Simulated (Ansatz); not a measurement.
# Notes on BaTiO$_{3}$

```
Ba Ti O
1.0
    -8.02526    0.00000    0.00000
     0.00000   -2.85621    2.86452
     0.00000    2.85621    2.86452
Ba Ti O
2 2 6
Direct
  0.00000 0.00000 0.00000
  0.50000 0.00000 0.00000
  0.25000 0.51240 0.51240
  0.75000 0.51240 0.51240
  0.00000 0.48740 0.48740
  0.50000 0.48740 0.48740
  0.25000 0.99184 0.50524
  0.75000 0.99184 0.50524
  0.25000 0.50524 0.99184
  0.75000 0.50524 0.99184
```

Method: r2SCAN, no spin polarisation; PAW, plane waves to 500 eV, 3×6×6 Γ-centred mesh, cold occupations (width 0.0977 eV) (Ansatz 0.2.0), atoms fixed.

Question: Is it stable against the elements?

Answer: -3.40 eV an atom against the elements' usual phases (free molecules for gases, crystals otherwise, with no correction for O₂ or N₂), so it is bound against them; other compounds may still compete. Relaxing would lower it.

Question: Is the cell too large or too small?

Answer: The pressure is -4.3 GPa (compression positive), so with the atoms held at these fractions the cell would first shrink.

Question: What is the band gap?

Answer: The gap is 2.21 eV, indirect (the least direct gap found is 2.41 eV). A semilocal functional usually gives too small a gap.

Question: Where is the largest force?

Answer: The largest is on O7 (and as large on other atoms): 0.38 eV/Å, components (0.00, 0.11, -0.37). It makes 29° with the line to a nearest neighbour, Ti3 at 1.94 Å, pointing towards it.

Question: What do density and ELF say about some of the short contacts?

Answer: Ti–O at 1.94 Å: least valence density 0.74 e/Å³ and ELF 0.21 there. Ba–O at 2.79 Å: least valence density 0.18 e/Å³ and ELF 0.08 there, a closed-shell (ionic or weak) contact. Both are smooth PAW fields, read partly inside the augmentation spheres.

Origin: a database entry at a rescaled volume.
